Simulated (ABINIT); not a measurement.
The system is La2O3.

```
La O
1.0
     3.93078    0.00000    0.00000
    -1.96539    3.40415    0.00000
     0.00000    0.00000    6.11195
La O
2 3
Direct
  0.33333 0.66667 0.24624
  0.66667 0.33333 0.75376
  0.00000 0.00000 0.00000
  0.33333 0.66667 0.64589
  0.66667 0.33333 0.35411
```

The cell is a database's computed one.

- Program: ABINIT 10.8.3 (patched build)
- Task: single point
- Functional: PBE
- Potentials or basis: JTH PAW PBE v2.0
- Cutoff: 626 eV
- k mesh: 8 × 8 × 5
- Occupations: fermi-dirac, width 0.05 eV
- Spin: no spin polarisation

On this cell: pressure 2.7 GPa; largest force 0.093 eV/Å; band gap on the k mesh 3.88 eV, indirect (least direct gap 4.06 eV).

The same run follows on a disturbed copy (atoms moved at random, drawn with an rms of 0.05 Å):

```
La O
1.0
     3.93078    0.00000    0.00000
    -1.96539    3.40415    0.00000
     0.00000    0.00000    6.11195
La O
2 3
Cartesian
  0.0396 2.2427 1.5034
  1.9893 1.1531 4.6159
  0.0170 0.0084 -0.0205
  0.0159 2.2615 3.9737
  1.9993 1.1120 2.1819
```

**Question.** What does the disturbed cell give?

**Answer.** The energy moves by +2.4 meV/atom; pressure 2.7 GPa; largest force 0.262 eV/Å; band gap on the k mesh 3.85 eV, indirect (least direct gap 4.04 eV).

Forces in eV/Å, atoms in the order of the input:
```
La  -0.054  0.067  0.083
La  -0.021 -0.193  0.083
O    0.016 -0.055  0.249
O    0.082  0.114 -0.222
O   -0.022  0.067 -0.194
```

Stress tensor (GPa, compression positive):
```
 3.15  0.01  0.07
 0.01  2.26 -0.35
 0.07 -0.35  2.57
```

Caveats: spin-orbit coupling is left out, which moves the levels of the heavy elements; an odd mesh through Γ misses points on the zone boundary, where band edges often lie.
